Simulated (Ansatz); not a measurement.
**Cr: equation of state with PBEsol**

Cr:

```xyz
2
Lattice="2.7140 0.0000 0.0000 -1.3570 2.3504 0.0000 0.0000 0.0000 4.4100" Properties=species:S:1:pos:R:3 pbc="T T T"
Cr    1.3570    0.7835    3.3075
Cr    0.0000    1.5669    1.1025
```

This isn't the form of Cr at room conditions, which is bcc.

```json
{
 "Program": "Ansatz 0.2.0",
 "Task": "equation of state",
 "Functional": "PBEsol",
 "Potentials or basis": "all-electron LAPW, scalar-relativistic",
 "Basis error allowed": "0.001 eV/atom",
 "k mesh": "11 × 11 × 6",
 "Occupations": "fermi-dirac, width 0.05 eV",
 "Spin": "collinear spin, ferromagnetic start",
 "Starting moments": "[3.0, 3.0] μB"
}
```

```
Equilibrium volume                        : 12.76 Å³/atom (rough: see the caveat)
Bulk modulus at fixed shape and positions : 838 GPa (rough)
```

Energy against volume, from the lowest point:
| volume (Å³/atom) | energy (meV/atom) |
| --- | --- |
| 13.222 | 0.00 |
| 13.503 | 48.57 |
| 13.784 | 100.42 |
| 14.066 | 155.41 |
| 14.347 | 211.96 |
| 14.628 | 257.67 |
| 14.910 | 291.44 |

All runs of the series together: 14 min on 2 threads of Arm Neoverse V1, with other jobs on the host.

Caveat: the fit is doubtful: noisy points or a state that changes with volume; the minimum lies outside the volumes run; the cell was scaled at fixed shape and fractional positions, which overstates the stiffness of a crystal with free parameters, most of all of layers and chains; the starting moments weren't kept.
